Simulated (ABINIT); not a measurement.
# Sb (Fm-3m) in ABINIT: a series of runs

Runs on Sb. Level: LDA. Tasks: single point, relaxation of cell and atoms.

All numbers are computed with ABINIT 10.8.3 (patched build); they aren't measurements. Logs are shortened: lines on timing, memory, paths and dates and some standing lists are left out, and cuts for length are marked. The log counts tension as positive stress, the text compression.

## (1) Starting point

Symmetry: Fm-3m, No. 225, cubic system. Conventional cell: a = 4.742 Å, b = 4.742 Å, c = 4.742 Å, α = 90.00°, β = 90.00°, γ = 90.00°. Around Sb (site symmetry m-3m) lie 12 Sb at 3.35 Å.

This isn't the form of Sb at room conditions, which is rhombohedral.

## (2) Single point, LDA

The input, run.abi:

```
# Pseudopotentials
pp_dirpath "./"
pseudos "Sb.upf"

# Structure
acell 3*1.0 Angstrom
rprim
     0.0000000000     2.3712425216     2.3712425216
     2.3712425216     0.0000000000     2.3712425216
     2.3712425216     2.3712425216     0.0000000000
ntypat 1
znucl 51
natom 1
typat 1
xred
     0.0000000000     0.0000000000     0.0000000000

# Plane-wave basis
ecut 40.0

# k points
kptopt 1
ngkpt 8 8 8
nshiftk 1
shiftk 0.0 0.0 0.0

# Exchange and correlation
ixc 7

# Bands and occupations
nband 12
occopt 3
tsmear 0.00183747

# SCF cycle
nstep 100
tolvrs 1.0e-10

# Output
iomode 3
prtwf 0
prtden 0
prteig 0
prtebands 0
enunit 2
```

Potentials or basis: PseudoDojo NC SR LDA v0.4.1 standard.

On the command line:

```sh
$ abinit run.abi > log 2>&1
```

run.abo:

```text
.Version 10.8.3 of ABINIT
 Symmetries : space group Fm -3 m (#225); Bravais cF (face-center cubic)
================================================================================
 Values of the parameters that define the memory need of the present run
     intxc =       0    ionmov =       0      iscf =       7    lmnmax =       6
     lnmax =       6     mgfft =      40  mpssoang =       3    mqgrid =    3001
     natom =       1  nloc_mem =       1    nspden =       1   nspinor =       1
    nsppol =       1      nsym =      48    n1xccc =    2501    ntypat =       1
    occopt =       3   xclevel =       1
       mpw =        2188          nfft =       64000          nkpt =          29
================================================================================
================================================================================

--------------------------------------------------------------------------------
------------- Echo of variables that govern the present computation ------------
--------------------------------------------------------------------------------
 -outvars: echo values of preprocessed input variables --------
            acell      1.8897261259E+00  1.8897261259E+00  1.8897261259E+00 Bohr
              amu      1.21753000E+02
             ecut      4.00000000E+01 Hartree
           enunit           2
              ixc           7
         kptrlatt        8    0    0      0    8    0      0    0    8
          kptrlen      5.06967158E+01
            natom           1
            nband          12
            ngfft          40      40      40
             nkpt          29
            nstep         100
             nsym          48
           ntypat           1
           occopt           3
           prtden           0
        prtebands           0
           prteig           0
            prtwf           0
            rprim      0.0000000000E+00  2.3712425216E+00  2.3712425216E+00
                       2.3712425216E+00  0.0000000000E+00  2.3712425216E+00
                       2.3712425216E+00  2.3712425216E+00  0.0000000000E+00
          spgroup         225
           tolvrs      1.00000000E-10
           tsmear      1.83747000E-03 Hartree
            typat      1
            znucl       51.00000

================================================================================

 chkinp: Checking input parameters for consistency.

================================================================================
== DATASET  1 ==================================================================

--- !DatasetInfo
iteration_state: {dtset: 1, }
dimensions: {natom: 1, nkpt: 29, mband: 12, nsppol: 1, nspinor: 1, nspden: 1, mpw: 2188, }
cutoff_energies: {ecut:  40.0, pawecutdg:  -1.0, }
electrons: {nelect:   1.50000000E+01, charge:   0.00000000E+00, occopt:   3.00000000E+00, tsmear:   1.83747000E-03, }
meta: {optdriver: 0, ionmov: 0, optcell: 0, iscf: 7, paral_kgb: 0, }
...

 Exchange-correlation functional for the present dataset will be:
  LDA: Perdew-Wang 92 LSD fit to Ceperley-Alder data - ixc=7
  J.P.Perdew and Y.Wang, PRB 45, 13244 (1992)

 Real(R)+Recip(G) space primitive vectors, cartesian coordinates (Bohr,Bohr^-1):
 R(1)=  0.0000000  4.4809989  4.4809989  G(1)= -0.1115823  0.1115823  0.1115823
 R(2)=  4.4809989  0.0000000  4.4809989  G(2)=  0.1115823 -0.1115823  0.1115823
 R(3)=  4.4809989  4.4809989  0.0000000  G(3)=  0.1115823  0.1115823 -0.1115823
 Unit cell volume ucvol=  1.7995111E+02 bohr^3
 Angles (23,13,12)=  6.00000000E+01  6.00000000E+01  6.00000000E+01 degrees

 getcut: wavevector=  0.0000  0.0000  0.0000  ngfft=  40  40  40
         ecut(hartree)=     40.000   => boxcut(ratio)=   2.21705

 getcut : COMMENT -
  Note that boxcut > 2.2 ; recall that boxcut=Gcut(box)/Gcut(sphere) = 2
  is sufficient for exact treatment of convolution.
  Such a large boxcut is a waste : you could raise ecut
  e.g. ecut=   49.153004 Hartrees makes boxcut=2

--- Pseudopotential description ------------------------------------------------
- pspini: atom type   1  psp file is ./Sb.upf
12 -1012 2 -1 1416                            pspcod,pspxc,lmax,lloc,mmax
     nproj     2     2     2

   3.98406316E+02                                ecore*ucvol(ha*bohr**3)
--------------------------------------------------------------------------------

================================================================================

--- !BeginCycle
iteration_state: {dtset: 1, }
solver: {iscf: 7, nstep: 100, nline: 4, wfoptalg: 0, }
tolerances: {tolvrs: 1.00E-10, }
...

     iter   Etot(hartree)      deltaE(h)  residm     vres2
 ETOT  1  -90.699846661312    -9.070E+01 2.824E-01 1.337E+00
 ETOT  2  -90.727889760582    -2.804E-02 1.389E-02 7.282E-01
 ETOT  3  -90.728010557329    -1.208E-04 3.561E-03 1.608E-02
 ETOT  4  -90.728012983664    -2.426E-06 1.219E-03 9.039E-05
 ETOT  5  -90.728012988262    -4.598E-09 1.244E-03 8.931E-06
 ETOT  6  -90.728012989844    -1.581E-09 5.242E-04 3.329E-08
 ETOT  7  -90.728012989850    -6.125E-12 2.490E-04 9.017E-10
 ETOT  8  -90.728012989853    -3.126E-12 1.876E-04 1.972E-12

 At SCF step    8       vres2   =  1.97E-12 < tolvrs=  1.00E-10 =>converged.

 Cartesian components of stress tensor (hartree/bohr^3)
  sigma(1 1)=  6.17153532E-05  sigma(3 2)=  0.00000000E+00
  sigma(2 2)=  6.17153532E-05  sigma(3 1)=  0.00000000E+00
  sigma(3 3)=  6.17153532E-05  sigma(2 1)=  0.00000000E+00

--- !ResultsGS
iteration_state: {dtset: 1, }
comment   : Summary of ground state results
lattice_vectors:
- [  0.0000000,   4.4809989,   4.4809989, ]
- [  4.4809989,   0.0000000,   4.4809989, ]
- [  4.4809989,   4.4809989,   0.0000000, ]
lattice_lengths: [   6.33709,    6.33709,    6.33709, ]
lattice_angles: [ 60.000,  60.000,  60.000, ] # degrees, (23, 13, 12)
lattice_volume:   1.7995111E+02
convergence: {deltae: -3.126E-12, res2:  1.972E-12, residm:  1.876E-04, diffor: null, }
etotal    :  -9.07280130E+01
entropy   :   0.00000000E+00
fermie    :   2.89408258E-01
cartesian_stress_tensor: # hartree/bohr^3
- [  6.17153532E-05,   0.00000000E+00,   0.00000000E+00, ]
- [  0.00000000E+00,   6.17153532E-05,   0.00000000E+00, ]
- [  0.00000000E+00,   0.00000000E+00,   6.17153532E-05, ]
pressure_GPa:  -1.8157E+00
xred      :
- [  0.0000E+00,   0.0000E+00,   0.0000E+00, Sb]
cartesian_forces: # hartree/bohr
- [ -0.00000000E+00,  -0.00000000E+00,  -0.00000000E+00, ]
force_length_stats: {min:   0.00000000E+00, max:   0.00000000E+00, mean:   0.00000000E+00, }
...

 Integrated electronic density in atomic spheres:
 ------------------------------------------------
 Atom  Sphere_radius  Integrated_density
    1        2.00000         11.21562656
================================================================================

 ----iterations are completed or convergence reached----

 Mean square residual over all n,k,spin=   12.521E-07; max=  18.759E-05
 reduced coordinates (array xred) for    1 atoms
       0.000000000000      0.000000000000      0.000000000000
 rms dE/dt=  0.0000E+00; max dE/dt=  0.0000E+00; dE/dt below (all hartree)
    1       0.000000000000      0.000000000000      0.000000000000

 cartesian coordinates (angstrom) at end:
    1      0.00000000000000     0.00000000000000     0.00000000000000

 cartesian forces (hartree/bohr) at end:
    1     -0.00000000000000    -0.00000000000000    -0.00000000000000
 frms,max,avg= 0.0000000E+00 0.0000000E+00   0.000E+00  0.000E+00  0.000E+00 h/b

 cartesian forces (eV/Angstrom) at end:
    1     -0.00000000000000    -0.00000000000000    -0.00000000000000
 frms,max,avg= 0.0000000E+00 0.0000000E+00   0.000E+00  0.000E+00  0.000E+00 e/A
 length scales=  1.889726125908  1.889726125908  1.889726125908 bohr
              =  1.000000000000  1.000000000000  1.000000000000 angstroms
 Fermi (or HOMO) energy (hartree) =   0.28941   Average Vxc (hartree)=  -0.41148
 Eigenvalues (hartree) for nkpt=  29  k points:
 kpt#   1, nband= 12, wtk=  0.00195, kpt=  0.0000  0.0000  0.0000 (reduced coord)
  -0.77784   -0.77784   -0.77784   -0.77642   -0.77642   -0.18527    0.48789    0.48789
   0.48789    0.68489    0.68509    0.68509
      occupation numbers for kpt#   1
   2.00000    2.00000    2.00000    2.00000    2.00000    2.00000    0.00000    0.00000
   0.00000    0.00000    0.00000    0.00000
 prteigrs : prtvol=0 or 1, do not print more k-points.

 Fermi (or HOMO) energy (eV) =   7.87520   Average Vxc (eV)= -11.19701
 Eigenvalues (   eV  ) for nkpt=  29  k points:
 kpt#   1, nband= 12, wtk=  0.00195, kpt=  0.0000  0.0000  0.0000 (reduced coord)
 -21.16607  -21.16607  -21.16607  -21.12740  -21.12740   -5.04145   13.27621   13.27621
  13.27621   18.63688   18.64226   18.64226
 prteigrs : prtvol=0 or 1, do not print more k-points.

--- !EnergyTerms
iteration_state     : {dtset: 1, }
comment             : Components of total free energy in Hartree
kinetic             :  5.30853559727475E+01
hartree             :  1.95626889510226E+01
xc                  : -2.23981800573538E+01
Ewald energy        : -5.75537943427098E+01
psp_core            :  2.21396980942475E+00
local_psp           : -6.62683097228820E+01
non_local_psp       : -1.93694275854586E+01
internal            : -9.07276969752094E+01
'-kT*entropy'       : -3.16014643531272E-04
total_energy        : -9.07280129898529E+01
total_energy_eV     : -2.46883500479727E+03
band_energy         : -7.28243228199487E+00
...

 Cartesian components of stress tensor (hartree/bohr^3)
  sigma(1 1)=  6.17153532E-05  sigma(3 2)=  0.00000000E+00
  sigma(2 2)=  6.17153532E-05  sigma(3 1)=  0.00000000E+00
  sigma(3 3)=  6.17153532E-05  sigma(2 1)=  0.00000000E+00

-Cartesian components of stress tensor (GPa)         [Pressure= -1.8157E+00 GPa]
- sigma(1 1)=  1.81572838E+00  sigma(3 2)=  0.00000000E+00
- sigma(2 2)=  1.81572838E+00  sigma(3 1)=  0.00000000E+00
- sigma(3 3)=  1.81572838E+00  sigma(2 1)=  0.00000000E+00

== END DATASET(S) ==============================================================
================================================================================

 -outvars: echo values of variables after computation  --------
            acell      1.8897261259E+00  1.8897261259E+00  1.8897261259E+00 Bohr
           etotal     -9.0728012990E+01
            fcart     -0.0000000000E+00 -0.0000000000E+00 -0.0000000000E+00
            rprim      0.0000000000E+00  2.3712425216E+00  2.3712425216E+00
                       2.3712425216E+00  0.0000000000E+00  2.3712425216E+00
                       2.3712425216E+00  2.3712425216E+00  0.0000000000E+00
           strten      6.1715353191E-05  6.1715353191E-05  6.1715353191E-05
                       0.0000000000E+00  0.0000000000E+00  0.0000000000E+00
 Calculation completed.
```

Run time: 13 s. Hardware: 1 thread of Intel Xeon 6975P-C (Granite Rapids), shared host; peak memory 0.07 GiB.

Results:

- Free energy: -2468.8350 eV
- Pressure: -1.8 GPa
- Band gap on the k mesh: none (metal or under the smearing width)
- Valence electrons inside the program's atomic spheres: Sb 11.22 (radii [1.0584] Å)

Spin-orbit coupling is left out, which matters for the levels of Sb.

## (3) Relaxation of cell and atoms, LDA

The input, run.abi:

```
pp_dirpath "./"
pseudos "Sb.upf"

acell 3.3534433337 3.3534433337 3.3534433337 Angstrom
rprim
     0.0000000000     0.7071067812     0.7071067812
     0.7071067812     0.0000000000     0.7071067812
     0.7071067812     0.7071067812     0.0000000000
ntypat 1
znucl 51
natom 1
typat 1
chkprim 0
chksymtnons 0
tolsym 1.0e-6
xred
            0.0            0.0            0.0

ecut 42.0
ecutsm 0.5

kptopt 1
ngkpt 8 8 8
nshiftk 1
shiftk 0.0 0.0 0.0

ixc 7

nband 12
occopt 3
tsmear 0.00183747

nstep 80
tolvrs 1.0e-12

iomode 3
prteig 0
prtebands 0
prtwf 0
prtden 0

ionmov 2
optcell 2
ntime 50
tolmxf 2.0e-5
dilatmx 1.08
```

Potentials or basis: PseudoDojo NC SR LDA v0.4.1 standard.

On the command line:

```sh
$ mpirun --bind-to none -np 4 abinit run.abi > log 2>&1
```

It took 14 s on 4 MPI ranks of AMD EPYC 9R45 (Zen 5), shared host; peak memory 0.32 GiB.

It converged, with:

```yaml
Free_energy: -2468.8392 eV
Relaxed_volume: 26.01 Å³/atom
Relaxed_cell: a = 3.326 Å, b = 3.326 Å, c = 3.326 Å, α = 60.00°, β = 60.00°, γ = 60.00°
Space_group_after_relaxing_to_0.05_Å: Fm-3m (No. 225)
Energy_gained_by_relaxing: 3.6 meV/atom
Ionic_steps: 4
Pressure_after_relaxing: 0.0 GPa
Band_gap_on_the_k_mesh: none (metal or under the smearing width)
```

The path:
| step | energy change (eV) | largest force (eV/Å) | pressure (GPa) | volume (Å³) |
| --- | --- | --- | --- | --- |
| 1 | 0.0000 | 0.0000 | -1.71 | 26.67 |
| 2 | -0.0013 | 0.0000 | -1.36 | 26.53 |
| 3 | -0.0036 | 0.0000 | 0.05 | 25.99 |
| 4 | -0.0036 | 0.0000 | 0.00 | 26.01 |

Final structure:
```
Sb
1.0
     0.00000    2.35156    2.35156
     2.35156    0.00000    2.35156
     2.35156    2.35156    0.00000
Sb
1
Direct
  0.00000 0.00000 0.00000
```

The run has no spin-orbit coupling, so splittings on Sb are missing.
